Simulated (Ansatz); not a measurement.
Si2W:

```xyz
3
Lattice="-1.6069 1.6069 3.9150 1.6069 -1.6069 3.9150 1.6069 1.6069 -3.9150" Properties=species:S:1:pos:R:3 pbc="T T T"
W     0.0000    0.0000    0.0000
Si    0.0000    0.0000    5.2092
Si    0.0000    0.0000    2.6207
```

Base run:

- Program: Ansatz 0.2.0
- Functional: PBEsol
- Potentials or basis: all-electron LAPW, scalar-relativistic
- Cutoff: 218 eV
- Density cutoff: 872 eV
- Basis error allowed: 0.002 eV/atom
- k mesh: 12 × 12 × 12
- Occupations: fermi-dirac, width 0.05 eV
- Spin: no spin polarisation
- Hubbard terms: W d U = 4 eV

Its results: pressure -2.8 GPa; largest force 0.233 eV/Å.

Q: The run is repeated on the same cell with these changes: functional from PBEsol to LDA; hubbard terms from W d U = 4 eV to none. What comes out?

A: Pressure -5.8 GPa; largest force 0.054 eV/Å.

Several settings changed at once, so the effect can't be laid on one alone.

Caveats: U is the effective U less J, on atomic orbitals that reach past the spheres (some runs); U without spin polarisation on a metal has little footing (some runs); the U is typed as a test and isn't derived for this compound (some runs).

Not every run made on this cell is shown here.
